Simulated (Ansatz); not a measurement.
# Relaxing Al

Method: DFT PBE, scalar-relativistic, plane waves, PAW in Ansatz. Cutoff 420 eV, Γ-centred k mesh, Gaussian smearing, no spin polarisation in the final step.

The start is a random cell of Al with space group P6_3/mcm (No. 193), drawn with lower limits on the distances.

```
Al
1.0
     4.66681    0.00000    0.00000
    -2.33341    4.04158    0.00000
     0.00000    0.00000    6.45170
Al
6
Direct
  0.00000 0.31255 0.25000
  0.00000 0.68745 0.75000
  0.31255 0.00000 0.25000
  0.31255 0.31255 0.75000
  0.68745 0.00000 0.75000
  0.68745 0.68745 0.25000
```

Cell and atoms relax at zero pressure; the relaxation can't lower the symmetry of the start. After a coarse first stage the cell is made exact in the group found at 0.06 Å.

Energies count from the standard state of Al at the same level.

(1) Describe the relaxed structure.

(2) What are its volume, energy, density and gap?

Results:

(1) It ends in P6_3/mmc (No. 194). The result has the hcp structure. Conventional cell: a = 2.851 Å, c = 4.726 Å. Around Al lie 12 Al at 2.85–2.88 Å.

```cif
data_structure
_symmetry_space_group_name_H-M 'P6_3/mmc'
_symmetry_Int_Tables_number 194
_cell_length_a 2.8515
_cell_length_b 2.8515
_cell_length_c 4.7262
_cell_angle_alpha 90.000
_cell_angle_beta 90.000
_cell_angle_gamma 120.000
_cell_volume 33.28
loop_
_atom_site_label
_atom_site_type_symbol
_atom_site_symmetry_multiplicity
_atom_site_Wyckoff_symbol
_atom_site_fract_x
_atom_site_fract_y
_atom_site_fract_z
_atom_site_occupancy
Al1 Al 2 c 0.66667 0.33333 0.75000 1
```

(2) The volume per atom is 16.64 Å³, the density is 2.69 g/cm³ and the energy over the standard structure is 0.03 eV/atom. The gap on the 24×24×12 mesh is 0 eV (a metal).

The final run used a 24×24×12 mesh on its 2-atom cell and 0.10 eV smearing. For metals, differences of a few meV/atom aren't resolved. Symmetry constrained the relaxation, so the result can be a saddle point.

This form isn't the element's structure at ambient conditions.